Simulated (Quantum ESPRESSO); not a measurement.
# Ti2O (P-3m1) in Quantum ESPRESSO: a series of runs

The runs below take Ti2O through single point, with PBEsol, PBEsol+U.

Program: Quantum ESPRESSO 7.5. These are calculated values, not measurements. Logs are shortened: lines on timing, memory, paths and dates and some standing lists are left out, and cuts for length are marked.

## 1. The crystal as given

Symmetry: P-3m1, No. 164, trigonal system. The conventional cell has a = 2.919 Å, b = 2.919 Å, c = 4.713 Å, α = 90.00°, β = 90.00°, γ = 120.00°. Ti (site symmetry 3m) is surrounded by 3 O at 2.14 Å. O (site symmetry -3m) is surrounded by 6 Ti at 2.14 Å.

## 2. Single point, PBEsol

Contents of pw.in:

```
&CONTROL
  calculation = 'scf'
  prefix = 'pwscf'
  outdir = './tmp'
  pseudo_dir = './pseudo'
  tprnfor = .true.
  tstress = .true.
  disk_io = 'nowf'
/
&SYSTEM
  ibrav = 0
  nat = 3
  ntyp = 2
  ecutwfc = 45
  ecutrho = 360
  nbnd = 22
  occupations = 'smearing'
  smearing = 'fd'
  degauss = 0.00367493
/
&ELECTRONS
  conv_thr = 6d-10
  electron_maxstep = 120
  mixing_beta = 0.5
/
ATOMIC_SPECIES
Ti    47.8670 ti_pbesol_v1.4.uspp.F.UPF
O     15.9990 o_pbesol_v1.2.uspp.F.UPF
CELL_PARAMETERS angstrom
   2.9194000000    0.0000000000    0.0000000000
  -1.4597000000    2.5282745638    0.0000000000
   0.0000000000    0.0000000000    4.7130000000
ATOMIC_POSITIONS crystal
Ti     0.3333333333    0.6666666667    0.7212600000
Ti     0.6666666667    0.3333333333    0.2787400000
O      0.0000000000    0.0000000000    0.0000000000
K_POINTS automatic
10 10 6 0 0 0
```

Potentials or basis: GBRV 1.5 PBEsol.

Launch:

```bash
> OMP_NUM_THREADS=1 mpirun -n 2 pw.x -nk 2 -in pw.in > pw.out
```

pw.out:

```text
This program is part of the open-source Quantum ESPRESSO suite
     for quantum simulation of materials; please cite
[... 6 lines left out ...]
     using ibrav=0 with symmetry is DISCOURAGED, use correct ibrav instead

     K-points division:     npool     =       2
     Subspace diagonalization in iterative solution of the eigenvalue problem:
     a serial algorithm will be used

     G-vector sticks info
     --------------------
     sticks:   dense  smooth     PW     G-vecs:    dense   smooth      PW
     Sum         757     379    121                27149     9525    1701

     Using Slab Decomposition

     bravais-lattice index     =            0
     lattice parameter (alat)  =       5.5169  a.u.
     unit-cell volume          =     234.7534 (a.u.)^3
     number of atoms/cell      =            3
     number of atomic types    =            2
     number of electrons       =        30.00
     number of Kohn-Sham states=           22
     kinetic-energy cutoff     =      45.0000  Ry
     charge density cutoff     =     360.0000  Ry
     scf convergence threshold =      6.0E-10
     mixing beta               =       0.5000
     number of iterations used =            8  plain     mixing
     Exchange-correlation= SLA  PW   PSX  PSC
                           (   1   4  10   8   0   0   0)

     celldm(1)=   5.516866  celldm(2)=   0.000000  celldm(3)=   0.000000
     celldm(4)=   0.000000  celldm(5)=   0.000000  celldm(6)=   0.000000

     crystal axes: (cart. coord. in units of alat)
               a(1) = (   1.000000   0.000000   0.000000 )
               a(2) = (  -0.500000   0.866025   0.000000 )
               a(3) = (   0.000000   0.000000   1.614373 )

     reciprocal axes: (cart. coord. in units 2 pi/alat)
               b(1) = (  1.000000  0.577350 -0.000000 )
               b(2) = (  0.000000  1.154701  0.000000 )
               b(3) = (  0.000000 -0.000000  0.619436 )

     PseudoPot. # 1 for Ti read from file:
     ti_pbesol_v1.4.uspp.F.UPF
     Pseudo is Ultrasoft + core correction, Zval = 12.0
     Generated by new atomic code, or converted to UPF format
     Using radial grid of  851 points,  6 beta functions with:
                l(1) =   0
                l(2) =   0
                l(3) =   1
                l(4) =   1
                l(5) =   2
                l(6) =   2
     Q(r) pseudized with  6 coefficients,  rinner =    1.000   1.000   1.000
                                                       1.000   1.000

     PseudoPot. # 2 for O  read from file:
     o_pbesol_v1.2.uspp.F.UPF
     Pseudo is Ultrasoft + core correction, Zval =  6.0
     Generated by new atomic code, or converted to UPF format
     Using radial grid of  737 points,  5 beta functions with:
                l(1) =   0
                l(2) =   0
                l(3) =   1
                l(4) =   1
                l(5) =   2
     Q(r) pseudized with  8 coefficients,  rinner =    0.900   0.900   0.900
                                                       0.900   0.900

     atomic species   valence    mass     pseudopotential
     Ti               12.00    47.86700     Ti( 1.00)
     O                 6.00    15.99900     O ( 1.00)

     12 Sym. Ops., with inversion, found

   Cartesian axes

     site n.     atom                  positions (alat units)
         1        Ti     tau(   1) = (  -0.0000000   0.5773503   1.1643825  )
         2        Ti     tau(   2) = (   0.5000000   0.2886751   0.4499903  )
         3        O      tau(   3) = (   0.0000000   0.0000000   0.0000000  )

     number of k points=    72  Fermi-Dirac smearing, width (Ry)=  0.0037
                       cart. coord. in units 2pi/alat
        k(    1) = (   0.0000000   0.0000000   0.0000000), wk =   0.0033333
        k(    2) = (   0.0000000   0.0000000   0.1032393), wk =   0.0066667
        k(    3) = (   0.0000000   0.0000000   0.2064785), wk =   0.0066667
        k(    4) = (   0.0000000   0.0000000  -0.3097178), wk =   0.0033333
        k(    5) = (   0.0000000   0.1154701   0.0000000), wk =   0.0200000
        k(    6) = (   0.0000000   0.1154701   0.1032393), wk =   0.0200000
[... 64 lines left out ...]
        k(   71) = (  -0.2000000   0.4618802  -0.1032393), wk =   0.0400000
        k(   72) = (  -0.2000000   0.4618802  -0.2064785), wk =   0.0400000

     Dense  grid:    27149 G-vectors     FFT dimensions: (  36,  36,  54)

     Smooth grid:     9525 G-vectors     FFT dimensions: (  24,  24,  40)

     Check: negative core charge=   -0.000016

     Initial potential from superposition of free atoms

     starting charge      27.9999, renormalised to      30.0000

     negative rho (up, down):  1.466E-03 0.000E+00
     Starting wfcs are   24 randomized atomic wfcs

     Self-consistent Calculation

     iteration #  1     ecut=    45.00 Ry     beta= 0.50
     Davidson diagonalization with overlap
     ethr =  1.00E-02,  avg # of iterations =  2.8

     negative rho (up, down):  1.441E-03 0.000E+00

     total energy              =    -270.51499999 Ry
     estimated scf accuracy    <       1.01030363 Ry

     iteration #  2     ecut=    45.00 Ry     beta= 0.50
     Davidson diagonalization with overlap
     ethr =  3.37E-03,  avg # of iterations =  2.7

     negative rho (up, down):  1.315E-03 0.000E+00

     total energy              =    -270.74186753 Ry
     estimated scf accuracy    <       0.14322747 Ry

     iteration #  3     ecut=    45.00 Ry     beta= 0.50
     Davidson diagonalization with overlap
     ethr =  4.77E-04,  avg # of iterations =  2.0

     negative rho (up, down):  1.233E-03 0.000E+00

     total energy              =    -270.77904457 Ry
     estimated scf accuracy    <       0.03974881 Ry

     iteration #  4     ecut=    45.00 Ry     beta= 0.50
     Davidson diagonalization with overlap
     ethr =  1.32E-04,  avg # of iterations =  2.0
[... 46 lines left out ...]
     negative rho (up, down):  1.097E-03 0.000E+00

     total energy              =    -270.78670558 Ry
     estimated scf accuracy    <       0.00000003 Ry

     iteration # 10     ecut=    45.00 Ry     beta= 0.50
     Davidson diagonalization with overlap
     ethr =  4.84E-11,  avg # of iterations =  2.3

     negative rho (up, down):  1.097E-03 0.000E+00

     total energy              =    -270.78670558 Ry
     estimated scf accuracy    <          7.9E-10 Ry

     iteration # 11     ecut=    45.00 Ry     beta= 0.50
     Davidson diagonalization with overlap
     ethr =  2.62E-12,  avg # of iterations =  2.6

     negative rho (up, down):  1.097E-03 0.000E+00

     End of self-consistent calculation

          k = 0.0000 0.0000 0.0000 (  1165 PWs)   bands (ev):

   -40.8891 -40.7031 -17.7411 -16.9471 -16.9471 -16.8344 -16.8199 -16.8199
    -4.9503   8.3621  10.2337  10.2337  12.2880  15.5834  16.3701  16.4573
    16.4573  16.9506  16.9506  17.3678  17.3678  20.2042

          k = 0.0000 0.0000 0.1032 (  1189 PWs)   bands (ev):

   -40.8818 -40.7106 -17.6889 -16.9439 -16.9439 -16.8938 -16.8231 -16.8231
    -4.9303   8.2257  10.2093  10.2093  12.6138  15.2832  16.4091  16.4091
    16.7104  16.9575  16.9575  17.6606  17.6606  19.9385

          k = 0.0000 0.0000 0.2065 (  1195 PWs)   bands (ev):

   -40.8650 -40.7280 -17.5506 -17.0466 -16.9370 -16.9370 -16.8300 -16.8300
    -4.8902   7.9860  10.1619  10.1619  13.3657  14.8248  16.1930  16.1930
    17.1956  17.4710  17.4710  18.0254  18.0254  19.2524

          k = 0.0000 0.0000-0.3097 (  1196 PWs)   bands (ev):

   -40.8548 -40.7385 -17.4301 -17.1742 -16.9332 -16.9332 -16.8338 -16.8338
    -4.8701   7.8784  10.1389  10.1389  13.9795  14.4204  16.0964  16.0964
    17.4404  17.9970  17.9970  18.3581  18.3581  18.4805

          k = 0.0000 0.1155 0.0000 (  1179 PWs)   bands (ev):

   -40.8770 -40.6991 -17.7096 -17.0173 -16.9663 -16.8801 -16.8264 -16.8246
    -4.8944   8.4674   9.8113  10.1883  12.6384  15.0897  16.3074  16.5166
    16.7523  16.9602  17.1273  17.5531  17.7073  19.6897
[... 69 lines left out ...]
   -40.7598 -40.6786 -17.5218 -17.4524 -17.2276 -17.1101 -16.9614 -16.8807
    -4.4745   7.8697   9.0287   9.7507  13.2677  14.5883  15.4664  17.2655
    17.4720  18.7272  18.7363  18.9872  19.0916  19.4690

          k = 0.0000 0.4619 0.1032 (  1202 PWs)   bands (ev):

   -40.7566 -40.6818 -17.5516 -17.4255 -17.2461 -17.1020 -16.9394 -16.8892
    -4.4692   7.8264   8.9990   9.7516  13.4103  14.6734  15.4877  17.1801
    17.5471  18.7031  18.8635  19.0451  19.2678  19.3295

          k = 0.0000 0.4619 0.2065 (  1203 PWs)   bands (ev):

   -40.7493 -40.6891 -17.5713 -17.5073 -17.1445 -17.0789 -16.9355 -16.9131
    -4.4770   7.8492   8.9793   9.7937  13.8922  14.6274  15.3291  16.5801
    17.1943  18.6573  18.8189  18.8660  19.3190  19.8883

          k = 0.0000 0.4619-0.3097 (  1202 PWs)   bands (ev):

   -40.7450 -40.6934 -17.5876 -17.5463 -17.0615 -17.0585 -16.9626 -16.9310
    -4.4901   7.9164   8.9898   9.8359  14.2943  14.5506  15.2553  15.8746
    16.8616  18.6544  18.7364  18.9833  19.0322  20.3527

          k = 0.0000-0.5774 0.0000 (  1200 PWs)   bands (ev):

   -40.7411 -40.6809 -17.5804 -17.4602 -17.1891 -17.1259 -17.0152 -16.8884
    -4.4311   7.7120   9.0518   9.6960  13.1521  14.6232  15.5477  17.2587
    17.6969  19.0000  19.0918  19.1564  19.2895  19.3372

          k = 0.0000-0.5774 0.1032 (  1210 PWs)   bands (ev):

   -40.7388 -40.6832 -17.6093 -17.4743 -17.1673 -17.1154 -16.9913 -16.8992
    -4.4355   7.7116   9.0452   9.7214  13.3467  14.6755  15.4528  16.9024
    17.4184  18.9208  19.0267  19.2331  19.5063  19.6980

          k = 0.0000-0.5774 0.2065 (  1202 PWs)   bands (ev):

   -40.7335 -40.6885 -17.6342 -17.5405 -17.0912 -17.0906 -16.9710 -16.9250
    -4.4442   7.7101   9.0345   9.7735  13.8655  14.7499  15.2942  16.1558
    16.9965  18.9358  19.0945  19.1659  19.5411  20.2476

          k = 0.0000-0.5774-0.3097 (  1188 PWs)   bands (ev):

   -40.7303 -40.6916 -17.6217 -17.5960 -17.0746 -17.0330 -16.9836 -16.9413
    -4.4485   7.7089   9.0303   9.8002  14.3849  14.5882  15.3802  15.5824
    16.8217  18.9828  19.1092  19.2755  19.3063  20.4721

          k = 0.1000 0.1732 0.0000 (  1178 PWs)   bands (ev):

   -40.8546 -40.6923 -17.6508 -17.1123 -17.0482 -16.9388 -16.8489 -16.8303
    -4.7969   8.6396   9.2612  10.0824  13.0895  14.6702  15.8681  16.7372
    16.9285  17.1899  17.5391  17.9891  18.1253  19.2677

          k = 0.1000 0.1732 0.1032 (  1187 PWs)   bands (ev):

   -40.8482 -40.6988 -17.6131 -17.1301 -17.0379 -16.9528 -16.8539 -16.8453
    -4.7874   8.5416   9.3295  10.0610  13.2595  14.6339  15.9235  16.6288
    16.8382  17.1886  17.7068  18.1171  18.2788  19.0480

          k = 0.1000 0.1732 0.2065 (  1183 PWs)   bands (ev):

   -40.8336 -40.7138 -17.5122 -17.2058 -17.0126 -16.9605 -16.8862 -16.8636
    -4.7686   8.3857   9.4233  10.0264  13.6766  14.5595  15.6855  16.6187
    16.9324  17.4014  17.8202  18.1087  18.3356  19.1356

          k = 0.1000 0.1732-0.3097 (  1184 PWs)   bands (ev):

   -40.8247 -40.7229 -17.4157 -17.2958 -16.9980 -16.9333 -16.9308 -16.8711
    -4.7592   8.3187   9.4586  10.0117  14.0037  14.4496  15.4767  16.5246
    17.4649  17.4702  17.6241  17.9719  18.4240  18.9315

          k = 0.1000 0.2887 0.0000 (  1198 PWs)   bands (ev):
[... 241 lines left out ...]
   -40.7391 -40.6829 -17.5835 -17.4612 -17.1662 -17.1415 -16.9775 -16.9298
    -4.4399   7.8590   9.0744   9.5630  13.5585  14.6126  15.2638  16.8822
    17.4392  18.3801  19.0261  19.1374  19.3317  19.9060

          k =-0.1000 0.5196-0.2065 (  1197 PWs)   bands (ev):

   -40.7337 -40.6883 -17.6120 -17.5132 -17.1495 -17.0802 -16.9644 -16.9366
    -4.4453   7.8609   9.0587   9.5786  14.0067  14.7382  15.2212  16.1442
    17.1995  18.4507  18.8808  19.1135  19.4830  20.1336

          k =-0.2000 0.4619-0.1032 (  1200 PWs)   bands (ev):

   -40.7394 -40.6827 -17.4998 -17.4501 -17.2484 -17.1171 -17.0043 -16.9458
    -4.4388   8.1149   9.0581   9.2792  13.9288  14.5734  15.0107  17.0251
    17.7358  17.8667  18.4548  19.1071  19.3573  20.0482

          k =-0.2000 0.4619-0.2065 (  1199 PWs)   bands (ev):

   -40.7339 -40.6881 -17.5357 -17.4803 -17.2353 -17.1036 -16.9889 -16.9188
    -4.4389   8.1379   9.0536   9.2028  14.1855  14.7905  15.0993  16.6007
    17.6279  17.7294  18.4428  19.1493  19.3809  19.8673

     the Fermi energy is    15.9897 ev

!    total energy              =    -270.78670558 Ry
     estimated scf accuracy    <          1.6E-11 Ry
     smearing contrib. (-TS)   =      -0.00052728 Ry
     internal energy E=F+TS    =    -270.78617831 Ry

     The total energy is F=E-TS. E is the sum of the following terms:
     one-electron contribution =     -67.48213914 Ry
     hartree contribution      =      49.25278364 Ry
     xc contribution           =     -43.20657415 Ry
     ewald contribution        =    -209.35024865 Ry

     convergence has been achieved in  11 iterations

     negative rho (up, down):  1.097E-03 0.000E+00

     Forces acting on atoms (cartesian axes, Ry/au):

     atom    1 type  1   force =    -0.00000000   -0.00000000    0.05079689
     atom    2 type  1   force =     0.00000000   -0.00000000   -0.05079689
     atom    3 type  2   force =     0.00000000    0.00000000    0.00000000

     Total force =     0.071838     Total SCF correction =     0.000009

     Computing stress (Cartesian axis) and pressure

     negative rho (up, down):  1.097E-03 0.000E+00
          total   stress  (Ry/bohr**3)                   (kbar)     P=       46.16
   0.00020053  -0.00000000   0.00000000           29.50       -0.00        0.00
   0.00000000   0.00020053   0.00000000            0.00       29.50        0.00
   0.00000000   0.00000000   0.00054040            0.00        0.00       79.50

=------------------------------------------------------------------------------=
   JOB DONE.
=------------------------------------------------------------------------------=
```

Run time: 11 s. Hardware: 2 MPI ranks of Intel Xeon 6975P-C (Granite Rapids), shared host; peak memory 0.26 GiB.

Results:

```yaml
Free_energy: -3684.2408 eV
Pressure: 4.6 GPa
Largest_force: 1.306 eV/Å
Band_gap_on_the_k_mesh: none (metal or under the smearing width)
```

Forces on the atoms (eV/Å):
```
Ti   0.000  0.000  1.306
Ti   0.000  0.000 -1.306
O    0.000  0.000  0.000
```

Caveat: semilocal functionals often make such compounds metallic where correlation or magnetic order opens a gap, which also shifts bond lengths; forces of over 1 eV/Å show positions far from the minimum, so gaps and moduli don't describe the material at rest.

## 3. Single point, PBEsol+U

Edit pw.in of step 2 so:

```diff
@@ -15,3 +15,3 @@
   ecutrho = 360
-  nbnd = 22
+  nbnd = 25
   occupations = 'smearing'
@@ -23,3 +23,3 @@
   electron_maxstep = 120
-  mixing_beta = 0.5
+  mixing_beta = 0.3
 /
@@ -38 +38,3 @@
 10 10 6 0 0 0
+HUBBARD {ortho-atomic}
+U Ti-3d 1.0
```

Potentials or basis: GBRV 1.5 PBEsol.

Launch:

```bash
> OMP_NUM_THREADS=1 mpirun -n 2 pw.x -nk 2 -in pw.in > pw.out
```

It took 14 s on 2 MPI ranks of Intel Xeon 6975P-C (Granite Rapids), shared host; peak memory 0.28 GiB.

The run converged. Its results:

- Free energy: -3682.3378 eV
- Pressure: 6.2 GPa
- Largest force: 1.277 eV/Å
- Band gap on the k mesh: none (metal or under the smearing width)

Forces in eV/Å, atoms in the order of the input:
```
Ti   0.000  0.000  1.277
Ti   0.000  0.000 -1.277
O    0.000  0.000  0.000
```

Stress tensor (GPa, compression positive):
```
4.32 0.00 0.00
0.00 4.32 0.00
0.00 0.00 9.88
```

Levels at points of the mesh, in eV from the Fermi level:
```tsv
k point	band 13	band 14	band 15	band 16	band 17	band 18
(0.00, 0.00, 0.00)	-3.88	-0.46	0.34	0.46	0.46	0.97
(0.00, 0.00, -0.50)	-2.06	-1.72	0.12	0.12	1.40	1.98
(0.00, -0.50, 0.00)	-2.82	-1.40	-0.52	1.26	1.72	2.97
(0.00, -0.50, -0.50)	-1.65	-1.42	-0.65	-0.43	0.86	2.99
```

Eigenvalues of the final occupation matrices:
| site | spin | trace | eigenvalues |
| --- | --- | --- | --- |
| Ti 1 3d | each | 1.28 | 0.22 0.22 0.27 0.27 0.30 |
| Ti 2 3d | each | 1.28 | 0.22 0.22 0.27 0.27 0.30 |

Caveat: U without spin polarisation on a metal has little footing; forces of over 1 eV/Å show positions far from the minimum, so gaps and moduli don't describe the material at rest.
